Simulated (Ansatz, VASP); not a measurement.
# Cross-check of TiSe2 between VASP and Ansatz

Aim: how closely do two programs agree when they are given the same cell, functional and k mesh? Of the first pair: The structure shown is the start of the Ansatz relaxation below; VASP solves that cell, so the two are compared at the walk's first step.

Program: Ansatz 0.2.0. Level of theory: plane waves, with VASP 6.6.1 beside it; single point at PBE. Results are calculated unless marked as measured.

### Step 1. The starting structure

The cell holds 3 atoms: 2 Se and 1 Ti. Its edges and angles: a = 3.536 Å, b = 3.536 Å, c = 29.929 Å, α = 90.0°, β = 90.0°, γ = 120.0°. It derives from TiSe2. As first built, before any earlier steps moved the atoms (in the runner's words): one layer cut from layered TiSe2 (space group P-3m1). Vacuum lies along c. The height across the vacuum is the one that the program set for its solve, not the one typed.

### Step 2. Ansatz: relaxation, PBE

Ansatz runs on its default PAW (the set named soft_2) files.

The two programs are compared at the cell with which this relaxation starts, whose forces are those of its first step.

File input.yaml:

```yaml
crystal:
  lattice:
    - [3.536, 0.0, 0.0]
    - [-1.768, 3.06226583, 0.0]
    - [0.0, 0.0, 19.0644416]
  atoms:
    - { symbol: Se, position: [0.0, 0.0, 0.58037061] }
    - { symbol: Se, position: [0.66666667, 0.33333333, 0.41962939] }
    - { symbol: Ti, position: [0.33333333, 0.66666667, 0.5] }
  periodic: [true, true, false]
kpoints:
  mp_grid: { grid: [9, 9, 1] }
scf:
  occupations: { method: fermi_dirac, width: 0.05 }
hamiltonian:
  xc: pbe
  pseudopotentials: { kind: paw }
output:
  forces: true
  stress: true
relax:
  f_tol: 0.02
  max_steps: 50
  cell: {}
```

The run is started by

```bash
ansatz run input.yaml --threads 4 --pin off --max-ram 8192MiB --backend cpu --events-out ev --progress --plain --runs-dir out
```

Numbers of over 12 decimals in the logs are rounded to 6 here.

What it wrote:

```text
Warning: crystal.periodic: the lattice vector that does not repeat stood 0.000° off the slab's normal, 19.064 Å along it as the deck builds it. The run solves the slab on a vector along the normal, 29.929 Å long, with every atom where it was (on the deck's vector they left 16.00 Å outside them, and the widest stretch free of ions among them is 1.53 Å). A fractional position that the run reports is one of the run's ce [...]
crystal.periodic: the lattice vector that does not repeat stood 0.000° off the slab's normal, 19.064 Å along it as the deck builds it. The run solves the slab on a vector along the normal, 29.929 Å long, with every atom where it was (on the deck's vector they left 16.00 Å outside them, and the widest stretch free of ions among them is 1.53 Å). A fractional position that the run reports is one of the run's cell, which [...]
Engine: ansatz 0.2.0, x86_64-unknown-linux-gnu
Pseudopotentials: kind: paw
Pseudopotential: Se, paw, valence charge 16, recommended cutoff 420 eV (normal), Se.paw.azcp
Pseudopotential: Ti, paw, valence charge 12, recommended cutoff 420 eV (normal), Ti.paw.azcp
Functional definition: PBE
  parameter kappa = 0.804
  parameter beta = 0.066725
  exchange = pbe_x(kappa = kappa, mu = beta*pi^2/3)
  correlation = pbe_c(beta = beta)
Crystal: 3 atoms, lattice volume = 324.075 Å³
Basis set: ecut = 420 eV, 6299 PW (Γ), exchange–correlation on 48×48×432 points (8 copies of the dense FFT grid, shifted against one another)
Bands: 27, of which v1, the nominal top of the filled ones, is band 22 counted from 1 (21 counted from 0)
Symmetry: 12 space group operations
Space group: P-3m1 (ITA 164), of the structure as read, at distance tolerance 6.9e-5 Å
k-points: 12 of 81
Non-local potential: Se, projectors of the file, l = 0: 2, l = 1: 2, l = 2: 3, l = 3: 1
Non-local potential: Ti, projectors of the file, l = 0: 3, l = 1: 2, l = 2: 3, l = 3: 1
PAW form: soft (Blöchl's): semilocal exchange-correlation on the pseudo side does not see the compensation charge
PAW one-centre angular grid: Se, 590 points (default); XC on 64 Gauss nodes
PAW one-centre angular grid: Ti, 590 points (default); XC on 64 Gauss nodes
Initial density: superposition of atomic densities (neutral atoms: chi_scale 0, normalization atom), corrected by the library's trained network
Initial wavefunctions: pseudopotential atomic-orbital guess
Functional: x = pbe(κ = 0.804, μ = 0.219515), c = pbe(β = 0.066725)
SCF iter   1: F=—  HF=-13441.194475 eV  |F-HF|=—  |Δ(HF+E_count)|=         —  Δρ=9.88e-4  dr2=4.34e-3  ethr=1.77e-3  ⟨swp⟩=10.8  Hψ=1811  notcnv=0
preconditioner: auto → LDOS  [insulator: Δε(μ)=0.270 eV  Ē_g=7.070 eV  σ=0.050 eV  W_gap=0.68  n_scr=18 (ndim 8)  ℏωp=8.3 eV  f_vac=0.773  D(μ)=0.76/eV (n_scr^D=6)  ε∞_Penn≈2.4  β→1.0]
SCF iter   2: F=—  HF=-13441.191854 eV  |F-HF|=—  |Δ(HF+E_count)|=   2.62e-3  Δρ=1.25e-3  dr2=8.94e-3  ethr=9.87e-6  ⟨swp⟩=3.7  Hψ=929  notcnv=0
SCF iter   3: F=—  HF=-13441.191124 eV  |F-HF|=—  |Δ(HF+E_count)|=   7.29e-4  Δρ=4.96e-4  dr2=1.83e-3  ethr=9.87e-6  ⟨swp⟩=2.4  Hψ=500  notcnv=0
SCF iter   4: F=—  HF=-13441.190942 eV  |F-HF|=—  |Δ(HF+E_count)|=   1.82e-4  Δρ=1.49e-4  dr2=1.02e-4  ethr=4.17e-6  ⟨swp⟩=2.0  Hψ=398  notcnv=0
SCF iter   5: F=—  HF=-13441.190923 eV  |F-HF|=—  |Δ(HF+E_count)|=   1.92e-5  Δρ=1.87e-5  dr2=2.71e-6  ethr=2.33e-7  ⟨swp⟩=2.9  Hψ=511  notcnv=0
SCF iter   6: F=—  HF=-13441.190986 eV  |F-HF|=—  |Δ(HF+E_count)|=   6.27e-5  Δρ=5.17e-6  dr2=1.01e-7  ethr=6.15e-9  ⟨swp⟩=3.1  Hψ=524  notcnv=0
SCF iter   7: F=-13441.190986 eV  HF=-13441.190986 eV  |F-HF|=5.62e-8  |Δ(HF+E_count)|=   4.27e-7  Δρ=1.59e-6  dr2=5.36e-9  ethr=2.27e-10  ⟨swp⟩=6.5  Hψ=1278  notcnv=0
SCF 1 converged in 7 iterations: F = -13441.190986 eV  dr2 = 5.36e-9
  greatest PAW one-centre occupation: 1.000 electrons in one spin orbital (limit 2), on the Se atom at site 1 (counted from 0), in its partial waves of l = 2
relax step   1: F+E_penalty+E_count = -13441.19098637 eV  Δ(F+E_penalty+E_count) = +0.000e0 eV  max|allowed force component| = 1.820e-1 eV/Å  Δτ_max = 0.0000 Å  P = +0.506 N/m  Ω = 324.075 Å³  fix = [c, alpha, beta]  reactions: c +0.000 N/m  (7 SCF iters, dr2 threshold 1.00e-7 eV, accepted)
[...]
relax step   2: F+E_penalty+E_count = -13441.19198425 eV  Δ(F+E_penalty+E_count) = -9.979e-4 eV  max|allowed force component| = 1.433e-1 eV/Å  Δτ_max = 0.0317 Å  P = -0.145 N/m  Ω = 323.724 Å³  energy of the carried Pulay correction = +5.472e-6 eV  fix = [c, alpha, beta]  reactions: c -0.000 N/m  (6 SCF iters, dr2 threshold 3.00e-7 eV, accepted)
[...]
relax step   3: F+E_penalty+E_count = -13441.19416572 eV  Δ(F+E_penalty+E_count) = -2.181e-3 eV  max|allowed force component| = 1.971e-3 eV/Å  Δτ_max = 0.0157 Å  P = +0.040 N/m  Ω = 324.651 Å³  energy of the carried Pulay correction = -8.967e-6 eV  fix = [c, alpha, beta]  reactions: c +0.000 N/m  (5 SCF iters, dr2 threshold 3.00e-7 eV, accepted)
[...]
relax step   4: F+E_penalty+E_count = -13441.19417471 eV  Δ(F+E_penalty+E_count) = -8.995e-6 eV  max|allowed force component| = 1.914e-3 eV/Å  Δτ_max = 0.0000 Å  P = +0.041 N/m  Ω = 324.651 Å³  fix = [c, alpha, beta]  reactions: c +0.000 N/m  stress off target by 4.06e-2 N/m on what of the cell is left free  SCF on the basis re-selected at this cell (its energy is not comparable with the rows above)  (7 SCF iters)
basis re-selected at this cell: Δ(F+E_penalty+E_count) = -8.995e-6 eV, ΔP = +0.000 N/m vs the last step (what re-selecting the basis moved, of the pressure what is left beyond the Pulay correction that the steps carried, after the strain that the cell walked since its last selection, with what the two solves' SCF thresholds leave and, on support functions, any second-order correction that the steps lacked; it is no m [...]
SCF converged after 7 iterations
Free energy (F): -13441.194175 eV
Harris-Foulkes:  -13441.194175 eV  (|F-HF|=2.91e-9)
Internal energy: -13441.187542 eV  (E = F + TS)
E sigma→0 (E₀):  -13441.190858 eV
Entropy (-TS):   -0.006633 eV (-2.211 meV/atom)
Fermi energy:    -5.377445 eV
--- Per-component energies (eV) ---
  E_band       = -1578.214794
  E_kinetic    = 508.388796
  E_local      = -100392.779093  (includes V_loc(G=0)·N_el)
  E_nonlocal   = -1185.271035
  E_hartree    = 49770.534729
  E_xc         = -306.461639
  E_vxc        = -318.990672  (∫ρ·V_xc dr)
  E_paw        = -4868.799648  (= ΣΔE_a)
  E_vpaw       = 269.368456  (= ΣTr[D̂ρ^β])
  E_aug_tail   = -0.001095  (compensation charges beyond the density's cutoff)
  E_ewald      = 43033.201444
  E_smearing   = -0.006633  (= −TS)
  E_closure    = -0.000000  (closes the sum)
  Σ components = -13441.194175   (vs F -13441.194175, Δ=0.00e0)
--- Forces (eV/Å), atoms counted from 1 ---
  atom   1  Se     0.00000000    -0.00000000    -0.00191426
  atom   2  Se     0.00000000     0.00000000     0.00191426
  atom   3  Ti     0.00000000     0.00000000     0.00000000
  max |Σ_I F_I| component: 5.78e-19 eV/Å
--- 2D stress c σ (N/m, compression-positive) ---
        0.040569      -0.000000       0.000000
       -0.000000       0.040569       0.000000
        0.000000       0.000000       0.000000
  P = ½ c Tr σ = 0.0406 N/m
--- Relaxed structure (3 steps of the walk, 3 accepted, 1 SCFs on fresh bases) ---
  F+E_penalty+E_count = -13441.19417471 eV   max|allowed force component| = 1.914e-3 eV/Å   (the final SCF, on the basis selected at the relaxed cell)
  cell:  # Å, volume = 324.6506 Å³
    - [3.539139, 0.0, 0]
    - [-1.769569, 3.064984, 0]
    - [0, 0, 29.928883]
  atoms:
    - { symbol: Se, position: [0, 0, 0.370225] }
    - { symbol: Se, position: [0.666667, 0.333333, 0.266766] }
    - { symbol: Ti, position: [0.333333, 0.666667, 0.318496] }
```

Reading the cycles: dr2 is the Hartree energy of the density residual (eV), the measure of convergence; HF is the Harris–Foulkes estimate of the energy, which meets the free energy F at convergence.

### Step 3. VASP: single point, PBE, start cell, pair 1

The same cell, functional, mesh and smearing now go to VASP, with its own data sets.

Lines of VASP's logs that name or quote its potential files are left out, and so is its time.

File INCAR:

```
SYSTEM = TiSe2
PREC = Accurate
ENCUT = 400
EDIFF = 1E-06
NELM = 120
ISMEAR = -1
SIGMA = 0.05
LREAL = .FALSE.
ALGO = Normal
GGA = PE
NBANDS = 18
LASPH = .TRUE.
LORBIT = 11
LWAVE = .FALSE.
LCHARG = .FALSE.
ISIF = 2
LDIPOL = .TRUE.
IDIPOL = 3
DIPOL = 0.5 0.5 0.318
LVHAR = .TRUE.
GGA_COMPAT = .FALSE.
NELMDL = -8
```

File POSCAR:

```
TiSe2
1.0
    3.5360000000      0.0000000000      0.0000000000
   -1.7680000000      3.0622660000      0.0000000000
    0.0000000000      0.0000000000     29.9288830000
Se Ti
2 1
Direct
    0.0000000545      0.0000001088      0.3696911107
    0.6666667211      0.3333334422      0.2673003198
    0.3333333878      0.6666667755      0.3184957153
```

File KPOINTS:

```
Automatic mesh
0
Gamma
9 9 1
0 0 0
```

Potentials, in the order of the species: Se and Ti_sv (PBE family, release 64).

The run is started by

```bash
mpirun -np 1 vasp_std
```

What it wrote:

```text
[banner, memory and clock lines left out]
running    1 mpi-ranks, on    1 nodes
 distrk:  each k-point on    1 cores,    1 groups
 distr:  one band on    1 cores,    1 groups

 POSCAR found type information on POSCAR SeTi
 POSCAR found :  2 types and       3 ions
 LDA part: xc-table for (Slater+PW92), standard interpolation
 POSCAR, INCAR and KPOINTS ok, starting setup
 FFT: planning ... GRIDC
 FFT: planning ... GRID_SOFT
 FFT: planning ... GRID
 WAVECAR not read
 entering main loop
       N       E                     dE             d eps       ncg     rms          rms(c)
DAV:   1     0.156116406133E+03    0.15612E+03   -0.95448E+03   544   0.817E+02
DAV:   2     0.176280712243E+01   -0.15435E+03   -0.15020E+03   570   0.226E+02
DAV:   3    -0.203801637130E+02   -0.22143E+02   -0.22053E+02   790   0.788E+01
DAV:   4    -0.212793477056E+02   -0.89918E+00   -0.89748E+00   580   0.148E+01
DAV:   5    -0.213505553717E+02   -0.71208E-01   -0.71196E-01   672   0.315E+00
DAV:   6    -0.213512060914E+02   -0.65072E-03   -0.65066E-03   616   0.385E-01
DAV:   7    -0.213512271890E+02   -0.21098E-04   -0.21098E-04   640   0.551E-02
DAV:   8    -0.213512273795E+02   -0.19046E-06   -0.18996E-06   600   0.631E-03    0.123E+01
DAV:   9    -0.197535956822E+02    0.15976E+01   -0.32558E+01   520   0.435E+01    0.117E+01
DAV:  10    -0.187469930029E+02    0.10066E+01   -0.28002E+01   568   0.359E+01    0.571E+00
DAV:  11    -0.182248091186E+02    0.52218E+00   -0.38804E+00   462   0.155E+01    0.168E+00
DAV:  12    -0.182039181404E+02    0.20891E-01   -0.16008E-01   494   0.321E+00    0.860E-01
DAV:  13    -0.181969086636E+02    0.70095E-02   -0.27001E-02   548   0.111E+00    0.344E-01
DAV:  14    -0.181953203981E+02    0.15883E-02   -0.32812E-03   570   0.433E-01    0.914E-02
[...]
DAV:  20    -0.181954636195E+02   -0.13442E-03   -0.11264E-05   514   0.178E-02    0.775E-03
DAV:  21    -0.181954751159E+02   -0.11496E-04   -0.36221E-06   450   0.117E-02    0.351E-03
DAV:  22    -0.181955137394E+02   -0.38624E-04   -0.96070E-07   400   0.445E-03    0.186E-03
DAV:  23    -0.181955210710E+02   -0.73317E-05   -0.90590E-07   424   0.464E-03    0.163E-03
DAV:  24    -0.181955321942E+02   -0.11123E-04   -0.52882E-07   368   0.319E-03    0.812E-04
DAV:  25    -0.181955347385E+02   -0.25442E-05   -0.97300E-08   374   0.116E-03    0.740E-04
DAV:  26    -0.181955367768E+02   -0.20384E-05   -0.72880E-08   338   0.141E-03    0.155E-04
DAV:  27    -0.181955374071E+02   -0.63027E-06   -0.91714E-09   284   0.470E-04
   1 F= -.18195537E+02 E0= -.18192399E+02  d E =-.627604E-02
```

OUTCAR, selected parts (step 3):

```text
ion  position               nearest neighbor table
   1  0.000  0.000  0.370-   3 2.55   3 2.55   3 2.55
   2  0.667  0.333  0.267-   3 2.55   3 2.55   3 2.55
   3  0.333  0.667  0.318-   1 2.55   1 2.55   2 2.55   2 2.55   1 2.55   2 2.55

  LATTYP: Found a hexagonal cell.
 ALAT       =     3.5360000000
 C/A-ratio  =     8.4640506222

 Subroutine GETGRP returns: Found 12 space group operations
 (whereof  6 operations were pure point group operations)

The static configuration has the point symmetry C_3v.
 The point group associated with its full space group is D_3d.

 Found     12 irreducible k-points:

   k-points           NKPTS =     12   k-points in BZ     NKDIM =     12   number of bands    NBANDS=     18

   dimension x,y,z NGX =    24 NGY =   24 NGZ =  196
   dimension x,y,z NGXF=    48 NGYF=   48 NGZF=  392

   ENCUT  =  400.0 eV  29.40 Ry    5.42 a.u.   5.77  5.77 48.81*2*pi/ulx,y,z

   NELECT =      24.0000    total number of electrons

 k-points in reciprocal lattice and weights: Automatic mesh
   0.00000000  0.00000000  0.00000000       0.012
   0.11111111 -0.00000000  0.00000000       0.074
   0.22222222 -0.00000000  0.00000000       0.074
   0.33333333  0.00000000  0.00000000       0.074
   0.44444444 -0.00000000  0.00000000       0.074
   0.11111111  0.11111111  0.00000000       0.074
   0.22222222  0.11111111  0.00000000       0.148
   0.33333333  0.11111111  0.00000000       0.148
   0.44444444  0.11111111  0.00000000       0.074
   0.22222222  0.22222222  0.00000000       0.074
   0.33333333  0.22222222  0.00000000       0.148
   0.33333333  0.33333333  0.00000000       0.025

 dipolmoment           0.000000      0.000000      0.000007 electrons x Angstroem

 average (electrostatic) potential at core
       1 -61.2339       2 -61.2339       3 -85.0670

 E-fermi :  -3.3459

 k-point     1 :       0.0000    0.0000    0.0000
  band No.  band energies     occupation
    ...
      6     -16.0082      2.00000
      7      -7.7962      2.00000
      8      -5.5540      2.00000
      9      -5.5540      2.00000
     10      -4.6846      2.00000
     11      -2.8699      0.00015
     12      -2.8699      0.00015
     13      -2.8455      0.00009
     14      -2.8455      0.00009
     15      -2.4666      0.00000
    ...

 k-point     2 :       0.1111   -0.0000    0.0000
  band No.  band energies     occupation
    ...
      8      -6.0362      2.00000
      9      -5.5189      2.00000
     10      -4.3422      2.00000
     11      -4.0898      2.00000
     12      -3.5623      1.97394
     13      -2.7437      0.00001
     14      -2.2239      0.00000
     15      -2.0905      0.00000
     16      -0.3699      0.00000
     17       0.0995      0.00000
    ...

 k-point     3 :       0.2222   -0.0000    0.0000
  band No.  band energies     occupation
    ...
      8      -6.7189      2.00000
      9      -5.6813      2.00000
     10      -5.4708      2.00000
     11      -4.2334      2.00000
     12      -4.1156      2.00000
     13      -2.9495      0.00072
     14      -1.8992      0.00000
     15      -1.8131      0.00000
     16      -0.7798      0.00000
     17      -0.0393      0.00000
    ...

  Total        0.3101893      0.3101894      0.5368240     -0.0000000      0.0000000      0.0000000
  in kB        1.5335281      1.5335283      2.6539751     -0.0000000      0.0000000      0.0000000
  external PRESSURE =       1.9070105 kB  Pullay stress =       0.0000000 kB

  energy-cutoff  :      400.00
  volume of cell :      324.08
      direct lattice vectors                 reciprocal lattice vectors
     3.536000000  0.000000000  0.000000000     0.282805430  0.163277782  0.000000000
    -1.768000000  3.062266000  0.000000000     0.000000000  0.326555564  0.000000000
     0.000000000  0.000000000 29.928883000     0.000000000  0.000000000  0.033412540

 POSITION                                       TOTAL-FORCE (eV/Angst)
 -----------------------------------------------------------------------------------
      0.00000      0.00000     11.06444         0.000000      0.000000      0.205536
      1.76800      1.02076      8.00000         0.000000      0.000000     -0.205536
      0.00000      2.04151      9.53222        -0.000000     -0.000000     -0.000000
 -----------------------------------------------------------------------------------
    total drift:                               -0.000000     -0.000834      0.000271

  FREE ENERGIE OF THE ION-ELECTRON SYSTEM (eV)
  ---------------------------------------------------
  free  energy   TOTEN  =       -18.1955374071 eV

  energy  without entropy=      -18.1892613673  energy(sigma->0) =      -18.19239939

 vacuum level on the upper side and lower side of the slab         2.023         2.023

 total charge
# of ion       s       p       d       tot
------------------------------------------
    1        1.471   2.365   0.032   3.869
    2        1.471   2.365   0.032   3.869
    3        2.180   6.164   1.818  10.161
--------------------------------------------------
tot          5.123  10.894   1.882  17.899

[... 3 further parts left out ...]
```

(Continued in part 2 of 2.)

[Lines on the potential files, build, host, timing and source positions are cut from VASP's logs without a mark.]

[Logs are printed without paths, hosts, clocks, repeated set-up lines and the standing remarks that a program may print on its own settings, such as how far it seeks lower states.]

[Hosts, paths, dates, database ids (printed as entryN), source tags and the programs' standing remarks are cut or masked in the printed files.]
